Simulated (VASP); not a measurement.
# ZnS (Wurtzite-2H) (P6_3mc) in VASP: notebook

One crystal, ZnS (Wurtzite-2H), is run at these levels: revPBE, PBE, optB88-vdW, PBEsol+D4; tasks: relaxation of cell and atoms, single point.

Program: VASP 6.6.1. These are calculated values, not measurements. Logs are shortened: lines on timing, memory, paths and dates and some standing lists are left out, and cuts for length are marked.

**What was measured.**

A printed reference work, monograph reports, for a bulk crystal of ZnS at 4 K: band gap 3.911 eV (direct).

How close the calculation comes is told below.

## 1. The structure

The structure is hexagonal, space group P6_3mc (No. 186). Conventional cell: a = 3.811 Å, b = 3.811 Å, c = 6.234 Å, α = 90.00°, β = 90.00°, γ = 120.00°. Zn (site symmetry 3m) is surrounded by 4 S at 2.31 to 2.40 Å. Around S (site symmetry 3m) lie 4 Zn at 2.31 to 2.40 Å.

## 2. Relaxation of cell and atoms, revPBE

Contents of INCAR:

```
SYSTEM = ZnS
ALGO = Normal
EDIFF = 1E-6
EDIFFG = -0.02
ENCUT = 600
GGA = RE
IBRION = 2
ISIF = 3
ISMEAR = -1
LASPH = .TRUE.
LCHARG = .FALSE.
LREAL = .FALSE.
LWAVE = .FALSE.
NELM = 80
NSW = 40
PREC = Accurate
SIGMA = 0.05
```

Contents of KPOINTS:

```
k-points
0
G
  8 8 5
  0 0 0
```

Contents of POSCAR:

```
ZnS
1.0
    3.8110000000      0.0000000000      0.0000000000
   -1.9055000000      3.3004228138      0.0000000000
    0.0000000000      0.0000000000      6.2340000000
Zn S
2 2
Direct
    0.6666666667      0.3333333333      0.5000000000
    0.3333333333      0.6666666667      0.0000000000
    0.6666666667      0.3333333333      0.8850000000
    0.3333333333      0.6666666667      0.3850000000
```

Potentials or basis: VASP PAW PBE potentials, release 64 (Zn, S).

Run with:

```bash
cat potpaw_PBE.64/Zn/POTCAR potpaw_PBE.64/S/POTCAR > POTCAR
mpirun -np 1 vasp_std > vasp.out
```

OUTCAR:

```text
SYSTEM = ZnS
   EDIFF = 1E-6
   EDIFFG = -0.02
   ENCUT = 600
   GGA = RE
   IBRION = 2
   ISIF = 3
   ISMEAR = -1
   LASPH = .TRUE.
   LREAL = .FALSE.
   NELM = 80
   NSW = 40
   PREC = Accurate

 ion  position               nearest neighbor table
   1  0.667  0.333  0.500-   4 2.31   4 2.31   4 2.31   3 2.40
   2  0.333  0.667  0.000-   3 2.31   3 2.31   3 2.31   4 2.40
   3  0.667  0.333  0.885-   2 2.31   2 2.31   2 2.31   1 2.40
   4  0.333  0.667  0.385-   1 2.31   1 2.31   1 2.31   2 2.40

  LATTYP: Found a hexagonal cell.
 ALAT       =     3.8110000000
 C/A-ratio  =     1.6357911309

  Lattice vectors:

 A1 = (   3.8110000000,   0.0000000000,   0.0000000000)
 A2 = (  -1.9055000000,   3.3004228138,   0.0000000000)
 A3 = (   0.0000000000,   0.0000000000,   6.2340000000)

Analysis of symmetry for initial positions (statically):
=====================================================================
 Subroutine PRICEL returns:
 Original cell was already a primitive cell.

 Routine SETGRP: Setting up the symmetry group for a
 hexagonal supercell.

 Subroutine GETGRP returns: Found 12 space group operations
 (whereof  6 operations were pure point group operations)
 out of a pool of 24 trial point group operations.

The static configuration has the point symmetry C_3v.
 The point group associated with its full space group is C_6v.

Analysis of symmetry for dynamics (positions and initial velocities):
=====================================================================
 Subroutine PRICEL returns:
 Original cell was already a primitive cell.

 Routine SETGRP: Setting up the symmetry group for a
 hexagonal supercell.

 Subroutine GETGRP returns: Found 12 space group operations
 (whereof  6 operations were pure point group operations)
 out of a pool of 24 trial point group operations.

The dynamic configuration has the point symmetry C_3v.
 The point group associated with its full space group is C_6v.

 Subroutine INISYM returns: Found 12 space group operations
 (whereof  6 operations are pure point group operations),
 and found     1 'primitive' translations

----------------------------------------------------------------------------------------

                                     Primitive cell

  volume of cell :      78.4107

  direct lattice vectors                    reciprocal lattice vectors
     3.811000000  0.000000000  0.000000000     0.262398321  0.151495741  0.000000000
    -1.905500000  3.300422814  0.000000000     0.000000000  0.302991482  0.000000000
     0.000000000  0.000000000  6.234000000     0.000000000  0.000000000  0.160410651

  length of vectors
     3.811000000  3.811000000  6.234000000     0.302991482  0.302991482  0.160410651

  position of ions in fractional coordinates (direct lattice)
     0.666666667  0.333333333  0.500000000
     0.333333333  0.666666667  0.000000000
     0.666666667  0.333333333  0.885000000
     0.333333333  0.666666667  0.385000000

  ion indices of the primitive-cell ions
   primitive index   ion index
                 1           1
                 2           2
                 3           3
                 4           4

----------------------------------------------------------------------------------------

 KPOINTS: k-points

Automatic generation of k-mesh.
 Grid dimensions read from file:
 generate k-points for:    8    8    5

 Generating k-lattice:

  Cartesian coordinates                     Fractional coordinates (reciprocal lattice)
     0.032799790  0.018936968  0.000000000     0.125000000  0.000000000  0.000000000
     0.000000000  0.037873935  0.000000000     0.000000000  0.125000000  0.000000000
     0.000000000  0.000000000  0.032082130     0.000000000  0.000000000  0.200000000

  Length of vectors
     0.037873935  0.037873935  0.032082130

  Shift w.r.t. Gamma in fractional coordinates (k-lattice)
     0.000000000  0.000000000  0.000000000

 Subroutine IBZKPT returns following result:
 ===========================================

 Found     30 irreducible k-points:

 Following reciprocal coordinates:
            Coordinates               Weight
  0.000000  0.000000  0.000000      1.000000
  0.125000  0.000000  0.000000      6.000000
  0.250000  0.000000  0.000000      6.000000
  0.375000  0.000000  0.000000      6.000000
  0.500000  0.000000  0.000000      3.000000
  0.125000  0.125000  0.000000      6.000000
[... 22 lines left out ...]
  0.250000  0.250000  0.400000     12.000000
  0.375000  0.250000  0.400000     12.000000
   k-points           NKPTS =     30   k-points in BZ     NKDIM =     30   number of bands    NBANDS=     22
   number of dos      NEDOS =    301   number of ions     NIONS =      4
   total plane-waves  NPLWV =  45000
   dimension x,y,z NGX =    30 NGY =   30 NGZ =   50
   dimension x,y,z NGXF=    60 NGYF=   60 NGZF=  100
   ions per type =               2   2
   NGX,Y,Z   is equivalent  to a cutoff of  13.09, 13.09, 13.33 a.u.
   NGXF,Y,Z  is equivalent  to a cutoff of  26.17, 26.17, 26.67 a.u.
 SYSTEM =  ZnS
   PREC   = accura    normal or accurate (medium, high low for compatibility)
   ISTART =      0    job   : 0-new  1-cont  2-samecut
   ICHARG =      2    charge: 1-file 2-atom 10-const
   ISPIN  =      1    spin polarized calculation?
   LNONCOLLINEAR =      F non collinear calculations
   LSORBIT =      F    spin-orbit coupling
   LASPH  =      T    aspherical Exc in radial PAW
   ENCUT  =  600.0 eV  44.10 Ry    6.64 a.u.   7.61  7.61 12.45*2*pi/ulx,y,z
   NELM   =     80;   NELMIN=  2; NELMDL= -5     # of ELM steps
   EDIFF  = 0.1E-05   stopping-criterion for ELM
   LREAL  =      F    real-space projection
   EDIFFG = -.2E-01   stopping-criterion for IOM
   NSW    =     40    number of steps for IOM
   IBRION =      2    ionic relax: 0-MD 1-quasi-New 2-CG
   NFREE  =      1    steps in history (QN), initial steepest desc. (CG)
   ISIF   =      3    stress and relaxation
   ISYM   =      2    0-nonsym 1-usesym 2-fastsym
   POTIM  = 0.5000    time-step for ionic-motion
   TEBEG  =    0.0;   TEEND  =   0.0 temperature during run
   PSTRESS=    0.0 pullay stress
   NELECT =      36.0000    total number of electrons
   NUPDOWN=      -1.0000    fix difference up-down
   EMIN   =  10.00;   EMAX   =-10.00  energy-range for DOS
   EFERMI =   0.00;   METHOD = LEGACY
   ISMEAR =    -1;   SIGMA  =   0.05  broadening in eV -4-tet -1-fermi 0-gaus
   EFERMI_NEDOS =   21; number of points for ismear=-14 and -15
   IALGO  =     38    algorithm
   IMIX   =      4    mixing-type and parameters
     AMIX     =   0.40;   BMIX     =  1.00
     AMIX_MAG =   1.60;   BMIX_MAG =  1.00
  volume/ion in A,a.u.               =      19.60       132.29
  Fermi-wavevector in a.u.,A,eV,Ry     =   1.262943  2.386617 21.701647  1.595026
  Thomas-Fermi vector in A             =   2.396326
   LORBIT       =      0    0 simple, 1 ext, 2 COOP (PROOUT), +10 PAW based schemes
   GGA     = RE    functional components
   LHFCALC =     F    Hartree Fock is set to
   AEXX    =    0.0000 exact exchange contribution
   IVDW    =     0    specifies the selected vdW correction
   LEPSILON=     F    determine dielectric tensor
   LRPA    =     F    only Hartree local field effects (RPA)
 conjugate gradient relaxation of ions
 non-spin polarized calculation
  energy-cutoff  :      600.00
  volume of cell :       78.41
 maximum number of plane-waves:      2643
   NGX = 15   NGY = 15   NGZ = 25

--------------------------------------- Ionic step        1  -------------------------------------------

 number of electron      36.0000045 magnetization

 Free energy of the ion-electron system (eV)
  ---------------------------------------------------
  ext. energy  EPLUGINS =         0.00000000
  ---------------------------------------------------
  free energy    TOTEN  =       -12.47918045 eV

  energy without entropy =      -12.47918045  energy(sigma->0) =      -12.47918045

------------------------ aborting loop because EDIFF is reached ----------------------------------------

  FORCE on cell =-STRESS in cart. coord.  units (eV):
  Direction    XX          YY          ZZ          XY          YZ          ZX
  --------------------------------------------------------------------------------------
  -------------------------------------------------------------------------------------
  Total        2.5044884      2.5044884      1.4306123      0.0000000      0.0000000      0.0000000
  in kB       51.1745783     51.1745783     29.2319107      0.0000000      0.0000000      0.0000000
  external PRESSURE =      43.8603558 kB  Pullay stress =       0.0000000 kB

 VOLUME and BASIS-vectors are now :
 -----------------------------------------------------------------------------
  energy-cutoff  :      600.00
  volume of cell :       78.41
      direct lattice vectors                 reciprocal lattice vectors
     3.811000000  0.000000000  0.000000000     0.262398321  0.151495741  0.000000000
    -1.905500000  3.300422814  0.000000000     0.000000000  0.302991482  0.000000000
     0.000000000  0.000000000  6.234000000     0.000000000  0.000000000  0.160410651
[... 191 lines left out ...]
 POSITION                                       TOTAL-FORCE (eV/Angst)
 -----------------------------------------------------------------------------------
      1.94503      1.12296      3.19531         0.000000     -0.000000     -0.010405
     -0.00000      2.24593      0.02991        -0.000000     -0.000000     -0.010405
      1.94503      1.12296      5.57284        -0.000000      0.000000      0.010405
     -0.00000      2.24593      2.40744         0.000000      0.000000      0.010405
 -----------------------------------------------------------------------------------
    total drift:                               -0.000000     -0.000000     -0.000721

  FREE ENERGIE OF THE ION-ELECTRON SYSTEM (eV)
  ---------------------------------------------------
  free  energy   TOTEN  =       -12.5586775946 eV

  energy  without entropy=      -12.5586775945  energy(sigma->0) =      -12.55867759

--------------------------------------- Ionic step        7  -------------------------------------------

 number of electron      36.0000007 magnetization

 Free energy of the ion-electron system (eV)
  ---------------------------------------------------
  ext. energy  EPLUGINS =         0.00000000
  ---------------------------------------------------
  free energy    TOTEN  =       -12.55946417 eV

  energy without entropy =      -12.55946417  energy(sigma->0) =      -12.55946417

 E-fermi :   2.7059     XC(G=0):  -9.2053

 val. band max:        1.7284195318   @ k =   0.0000   0.0000   0.0000
 cond. band min:       3.8062131212   @ k =   0.0000   0.0000   0.0000
 fundamental gap:      2.0777935895
 Fermi energy:         2.7059087136

 k-point     1 :       0.0000    0.0000    0.0000
  band No.  band energies     occupation
      1     -11.0660      2.00000
      2     -10.2356      2.00000
      3      -4.3839      2.00000
      4      -4.3746      2.00000
      5      -4.3746      2.00000
      6      -4.3008      2.00000
[... 14 lines left out ...]
     21       8.1167      0.00000
     22       8.1167      0.00000
[... 745 lines left out ...]
 POSITION                                       TOTAL-FORCE (eV/Angst)
 -----------------------------------------------------------------------------------
      1.94265      1.12159      3.21480        -0.000000     -0.000000     -0.001604
     -0.00000      2.24318      0.03249        -0.000000     -0.000000     -0.001604
      1.94265      1.12159      5.60021         0.000000      0.000000      0.001604
     -0.00000      2.24318      2.41790         0.000000      0.000000      0.001604
 -----------------------------------------------------------------------------------
    total drift:                               -0.000000     -0.000000     -0.001162

  FREE ENERGIE OF THE ION-ELECTRON SYSTEM (eV)
  ---------------------------------------------------
  free  energy   TOTEN  =       -12.5594641693 eV

  energy  without entropy=      -12.5594641692  energy(sigma->0) =      -12.55946417

 reached required accuracy - stopping structural energy minimisation
```

Wall time 7.7 min (1 thread of AMD EPYC 7R43 (Zen 3), shared host); peak memory 0.18 GiB.

What came out:

* Free energy: -12.5595 eV
* Relaxed volume: 20.80 Å³/atom
* Relaxed cell: a = 3.885 Å, b = 3.885 Å, c = 6.365 Å, α = 90.00°, β = 90.00°, γ = 120.00°
* Space group after relaxing (to 0.05 Å): P6_3mc (No. 186)
* Energy gained by relaxing: 20.1 meV/atom
* Ionic steps: 7
* Pressure after relaxing: -0.1 GPa
* Band gap on the k mesh: 2.08 eV, direct

Step by step:
```tsv
step	energy change (eV)	largest force (eV/Å)	pressure (GPa)	volume (Å³)
1	0.0000	0.3266	4.39	78.41
2	-0.0703	0.0795	-1.09	84.66
3	-0.0747	0.1217	-0.15	83.34
4	-0.0773	0.0783	-0.10	83.21
5	-0.0792	0.0502	0.21	82.87
6	-0.0795	0.0104	0.15	82.97
7	-0.0803	0.0016	-0.09	83.21
```

Final structure:
```
CELL_PARAMETERS angstrom
3.88531 0.00000 0.00000
-1.94265 3.36477 0.00000
0.00000 0.00000 6.36463
ATOMIC_POSITIONS crystal
Zn 0.66667 0.33333 0.50510
Zn 0.33333 0.66667 0.00510
S 0.66667 0.33333 0.87990
S 0.33333 0.66667 0.37990
```

Caveat: the PAW data sets were made with another functional, which shifts forces and pressure a little. Zero-point motion and thermal expansion aren't in these numbers.

[end of part 1 of 2]
